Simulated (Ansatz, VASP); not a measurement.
**HfO2 in VASP and in Ansatz**

File INCAR:

```
SYSTEM = HfO2
ALGO = Normal ; EDIFF = 1E-6
ENCUT = 520 ; GGA = PE
ISIF = 2 ; ISMEAR = -1
IVDW = 13 ; LASPH = .True.
LCHARG = .False. ; LREAL = .False.
LWAVE = .False. ; NBANDS = 18
NELM = 60 ; PREC = Accurate
SIGMA = 0.05
```

The input KPOINTS:

```
k-points
0
Gamma
  9 9 9
  0 0 0
```

File POSCAR:

```
HfO2
1.0
    0.0000000000      2.5911551753      2.5911551753
    2.5911551753      0.0000000000      2.5911551753
    2.5911551753      2.5911551753      0.0000000000
Hf O
1 2
Direct
    0.0000000000      0.0000000000      0.0000000000
    0.7500000000      0.7500000000      0.7500000000
    0.2500000000      0.2500000000      0.2500000000
```

Contents of input.yaml:

```yaml
crystal:
  lattice:
    - [0.0, 2.5911551753, 2.5911551753]
    - [2.5911551753, 0.0, 2.5911551753]
    - [2.5911551753, 2.5911551753, 0.0]
  atoms:
    - { symbol: Hf, position: [0.0, 0.0, 0.0] }
    - { symbol: O, position: [0.75, 0.75, 0.75] }
    - { symbol: O, position: [0.25, 0.25, 0.25] }
hamiltonian:
  xc: pbe
  pseudopotentials: { kind: paw }
  dispersion: d4
kpoints:
  mp_grid: { grid: [9, 9, 9] }
scf:
  occupations: { method: fermi_dirac, width: 0.05 }
output:
  forces: true
  stress: true
  eigenvalues: true
```

Measurements of this composition are mostly on another form, of space group No. 14.

Alike in both runs: task single point; functional PBE; dispersion D4; k mesh 9 × 9 × 9; occupations fermi-dirac, width 0.05 eV; no spin polarisation.

|  | VASP | Ansatz |
| --- | --- | --- |
| version | VASP 6.6.1 | Ansatz 0.2.0 |
| potentials or method | VASP PAW PBE potentials, release 64 (Hf_pv, O) | Ansatz PAW |
| plane-wave cutoff (eV) | 520 | 420 |
| valence electrons in the cell | 22 | 38 |

```tsv
	VASP	Ansatz	Ansatz less VASP
gap on the k mesh at the Fermi level (eV)	3.72	3.72	+0.003
least direct gap on the mesh (eV)	3.83	3.83	+0.003
pressure (GPa)	-17.0	-13.8	+3.18
dispersion energy (meV/atom)	-180.6	-180.7	-0.08
```

The two sets of potentials don't hold the same shells in valence.

Caveats: spin-orbit coupling is left out, which moves the levels of the heavy elements; so large a pressure means that the cell lies far from this level's equilibrium, or that cutoff or potentials fall short (VASP); an odd mesh through Γ misses points on the zone boundary, where band edges often lie (VASP); odd divisions of the mesh miss points on the zone boundary, where band edges often lie, so the gap on the mesh can be too wide (Ansatz); the pressure holds a Pulay correction of +0.8 GPa for the finite cutoff (Ansatz). As with any semilocal functional, this PBE gap is likely too small.
